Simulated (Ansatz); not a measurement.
ZrB2:

```
CELL_PARAMETERS angstrom
3.17000 0.00000 0.00000
-1.58500 2.74530 0.00000
0.00000 0.00000 3.53300
ATOMIC_POSITIONS crystal
Zr 0.00000 0.00000 0.00000
B 0.66667 0.33333 0.50000
B 0.33333 0.66667 0.50000
```

Base run:

* Program: Ansatz 0.2.0
* Functional: LDA
* Potentials or basis: Ansatz PAW
* Cutoff: 420 eV (not typed: the program's choice for these potentials)
* k mesh: 10 × 10 × 8
* Occupations: fermi-dirac, width 0.05 eV
* Spin: no spin polarisation

Its results: band gap on the k mesh none (metal or under the smearing width); pressure -8.8 GPa.

**Question.** The run is repeated on the same cell with these changes: functional from LDA to PBE; occupations from fermi-dirac, width 0.05 eV to gaussian, width 0.029 eV. What comes out?

**Answer.** Band gap on the k mesh none (metal or under the smearing width); pressure 0.8 GPa.

Caveats: the PAW data sets come from PBE, with cores solved anew for the run's functional, which leaves a small shift of forces and pressure (some runs).
